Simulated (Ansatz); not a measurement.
# Step by step: BP, relaxation of cell and atoms

Method: Ansatz 0.2.0, DFT, PBE, PAW with Ansatz's default frozen-core files, scalar-relativistic.

Command: `ansatz run input.yaml --threads 1 --pin off --max-ram 2048MiB --backend cpu --events-out ev --progress --plain --runs-dir out` The run took about 18 s on 1 thread of a shared machine.

```yaml
crystal:
  lattice:
    - [0.0, 2.2322827293, 2.2322827293]
    - [2.2322827293, 0.0, 2.2322827293]
    - [2.2322827293, 2.2322827293, 0.0]
  atoms:
    - { symbol: B, position: [0.0, 0.0, 0.0] }
    - { symbol: P, position: [0.5, 0.5, 0.5] }
kpoints:
  mp_grid: { grid: [16, 16, 16] }
scf:
  occupations: { method: fermi_dirac, width: 0.05 }
hamiltonian:
  xc: pbe
  pseudopotentials: { kind: paw }
output:
  forces: true
  stress: true
  write_density: true
  write_potential: true
  elf: true
  volumetric_format: npy
relax:
  f_tol: 0.005
  max_steps: 80
  cell: {}
```

The cell is built from the rocksalt type as a first guess.

The cutoff is 420 eV; energies and pressures of the walk include the program's estimate of the Pulay term.

Each frame lists the cell vectors (Å), then Cartesian positions (Å); symmetry keeps all forces zero. Free energies count from the first step, -910.2313 eV.

The walk took 8 evaluations in all; steps that aren't listed are left out.

Step 1: E = 0.0 meV, P = -13.13 GPa

```
cell 0.0000 2.2323 2.2323 2.2323 0.0000 2.2323 2.2323 2.2323 0.0000
B     0.0000    0.0000    0.0000
P     2.2323    2.2323    2.2323
```

Step 2: E = -81.8 meV, P = -5.29 GPa

```
cell 0.0000 2.1854 2.1854 2.1854 0.0000 2.1854 2.1854 2.1854 0.0000
B     0.0000    0.0000    0.0000
P     2.1854    2.1854    2.1854
```

Step 3: E = -94.2 meV, P = 0.96 GPa

```
cell 0.0000 2.1559 2.1559 2.1559 0.0000 2.1559 2.1559 2.1559 0.0000
B     0.0000    0.0000    0.0000
P     2.1559    2.1559    2.1559
```

Q: How does the relaxation end?

A: It converges, with a = 4.320 Å, b = 4.320 Å, c = 4.320 Å, α = 90.00°, β = 90.00°, γ = 90.00° (conventional cell, space group Fm-3m). The last solve (on a basis chosen afresh for the final cell, so its energy is not quite comparable) gives E = -93.4 meV, P = 0.00 GPa:
```
cell 0.0000 2.1598 2.1598 2.1598 0.0000 2.1598 2.1598 2.1598 0.0000
B     0.0000    0.0000    0.0000
P     2.1598    2.1598    2.1598
```
